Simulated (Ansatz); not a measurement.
Four zincblende compounds that share partners, relaxed with r2SCAN in the PAW code Ansatz; the fourth is withheld. Spin-unpolarised throughout; all numbers are computed.

| solid | a (Å) |
| --- | --- |
| InAs | 6.109 |
| InP | 5.908 |
| GaAs | 5.666 |

Question: If bond lengths are sums of radii, what lattice constant follows for GaP?

Answer: a(GaP) ≈ a(InP) + a(GaAs) − a(InAs) = 5.908 + 5.666 − 6.109 = 5.465 Å. The relaxed cell has 5.451 Å, -0.3 % from the sum: the rule holds well here.

Question: How much does a change of partner add, in either pair?

Answer: InAs → InP: -0.201 Å, and GaAs → GaP: -0.215 Å; InAs → GaAs: -0.443 Å, and InP → GaP: -0.457 Å. Fixed radii would make each pair equal; they differ by 0.014 Å.
